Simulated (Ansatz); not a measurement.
Wanted: the native input for an Ansatz 0.2.0 run.

```
Task                : relaxation of cell and atoms
Functional          : BLYP
Dispersion          : D3(BJ)
Potentials or basis : Ansatz PAW
Cutoff              : 420 eV (not typed: the program's choice for these potentials)
k mesh              : 11 × 11 × 11
Occupations         : fermi-dirac, width 0.05 eV
Spin                : no spin polarisation
```

Nb:

```
Nb
1.0
     0.00000    2.11500    2.11500
     2.11500    0.00000    2.11500
     2.11500    2.11500    0.00000
Nb
1
Direct
  0.00000 0.00000 0.00000
```

This isn't the form of Nb at room conditions, which is bcc.

These files were run (other wordings do the same):

input.yaml

```yaml
crystal:
  lattice:
    - [0.0, 2.115, 2.115]
    - [2.115, 0.0, 2.115]
    - [2.115, 2.115, 0.0]
  atoms:
    - { symbol: Nb, position: [0.0, 0.0, 0.0] }
hamiltonian:
  xc: blyp
  pseudopotentials: { kind: paw }
  dispersion: d3bj
kpoints:
  mp_grid: { grid: [11, 11, 11] }
scf:
  occupations: { method: fermi_dirac, width: 0.05 }
output:
  forces: true
  stress: true
  eigenvalues: true
  write_density: true
  write_potential: true
  elf: true
  volumetric_format: npy
relax:
  f_tol: 0.01
  max_steps: 40
  cell: { stress_tol: 0.05 }
```

Potentials or basis: Ansatz PAW.

Launch:

```bash
$ ansatz run input.yaml --threads 2 --pin off --max-ram 5632MiB --backend cpu --events-out ev --progress --plain --runs-dir out
```

It gave:

```json
{
 "Relaxed volume": "17.67 Å³/atom",
 "Relaxed cell": "a = 2.923 Å, b = 2.923 Å, c = 2.923 Å, α = 60.00°, β = 60.00°, γ = 60.00°",
 "Space group after relaxing (to 0.05 Å)": "Fm-3m (No. 225)",
 "Energy gained by relaxing": "44.7 meV/atom",
 "Ionic steps": "4",
 "Pressure after relaxing": "0.0 GPa",
 "Band gap on the k mesh": "none (metal or under the smearing width)"
}
```

Caveat: the plane-wave basis is chosen anew once the cell has moved, so the energies of steps on either side of that aren't comparable; pairwise dispersion overbinds metals, which lowers pressure and volume; the PAW data sets come from PBE, with cores solved anew for the run's functional, which leaves a small shift of forces and pressure.

Wall time 2.9 s on 2 threads of Arm Neoverse V1 (shared host), peak memory 0.28 GiB.
